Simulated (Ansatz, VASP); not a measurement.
**Cu: VASP beside Ansatz**

File INCAR:

```
  PREC = Accurate
  ENCUT = 520
  EDIFF = 1E-7
  ISMEAR = -1
  SIGMA = 0.05
  LREAL = F
  LASPH = T
  NELM = 80
  ALGO = Normal
  ISIF = 2
  LWAVE = F
  LCHARG = F
  GGA = RE
  NBANDS = 12
```

File KPOINTS:

```
regular mesh
0
Gamma
  13 13 13
```

Contents of POSCAR:

```
Cu
1.0
    0.0000000000      1.7953687620      1.7953687620
    1.7953687620      0.0000000000      1.7953687620
    1.7953687620      1.7953687620      0.0000000000
Cu
1
Direct
    0.0000000000      0.0000000000      0.0000000000
```

The input input.yaml:

```yaml
crystal:
  lattice:
    - [0.0, 1.795368762, 1.795368762]
    - [1.795368762, 0.0, 1.795368762]
    - [1.795368762, 1.795368762, 0.0]
  atoms:
    - { symbol: Cu, position: [0.0, 0.0, 0.0] }
hamiltonian:
  xc: revpbe
  pseudopotentials: { kind: paw }
kpoints:
  mp_grid: { grid: [13, 13, 13] }
scf:
  occupations: { method: fermi_dirac, width: 0.05 }
output:
  forces: true
  stress: true
  eigenvalues: true
  write_density: true
  write_potential: true
  elf: true
  volumetric_format: npy
```

Alike in both runs: task single point; functional revPBE; k mesh 13 × 13 × 13; occupations fermi-dirac, width 0.05 eV; no spin polarisation.

```csv
,VASP,Ansatz
version,VASP 6.6.1,Ansatz 0.2.0
potentials or method,"VASP PAW PBE potentials, release 64 (Cu)",Ansatz PAW
plane-wave cutoff (eV),520,420
valence electrons in the cell,11,19
```

```csv
,VASP,Ansatz,Ansatz less VASP
gap on the k mesh at the Fermi level (eV),none,none,-
pressure (GPa),9.1,8.5,-0.54
```

A gap of «none» marks a metal or a gap that the smearing closes. The functional is the same, so the differences come from potentials, cutoffs and numerics. The two sets of potentials don't hold the same shells in valence.

Caveats: the PAW data sets were made with another functional, which shifts forces and pressure a little (VASP); the PAW data sets come from PBE, with cores solved anew for the run's functional, which leaves a small shift of forces and pressure (Ansatz).
